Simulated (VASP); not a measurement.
Set up this calculation in VASP 6.6.1, as the native input.

| Quantity | Value |
| --- | --- |
| Task | single point |
| Functional | PBE |
| Potentials or basis | VASP PAW PBE potentials, release 64 (W_sv) |
| Cutoff | 520 eV |
| k mesh | 22 × 22 × 22 |
| Occupations | gaussian, width 0.15 eV |
| Spin | no spin polarisation |
| Dipole correction | no |
| Further INCAR settings | ALGO = Fast; EDIFF = 1e-06; NBANDS = 13 |

The structure of W lies in POSCAR:

```
W
1.0
    0.0000000000      2.0300000000      2.0300000000
    2.0300000000      0.0000000000      2.0300000000
    2.0300000000      2.0300000000      0.0000000000
W
1
Direct
    0.0000000000      0.0000000000      0.0000000000
```

This isn't the form of W at room conditions, which is bcc.

One way to write it, as run:

INCAR

```
SYSTEM = W
  PREC = Accurate
  ENCUT = 520
  EDIFF = 1E-6
  ISMEAR = 0
  SIGMA = 0.15
  LREAL = .False.
  LASPH = .True.
  NELM = 60
  ALGO = Fast
  ISIF = 2
  LWAVE = .False.
  LCHARG = .False.
  GGA = PE
  NBANDS = 13
```

KPOINTS

```
Automatic mesh
0
Gamma
  22 22 22
  0 0 0
```

Potentials or basis: VASP PAW PBE potentials, release 64 (W_sv).

Command:

```console
$ cat potpaw_PBE.64/W_sv/POTCAR > POTCAR
$ mpirun -np 1 vasp_std > vasp.out
```

It gave:

```yaml
Pressure: -4.4 GPa
Band_gap_on_the_k_mesh: none (metal or under the smearing width)
```

Run time: 55 s on 1 thread of Intel(R) Xeon(R) Platinum 8375C CPU @ 2.90GHz (Ice Lake), on a shared host, peak memory 0.19 GiB.
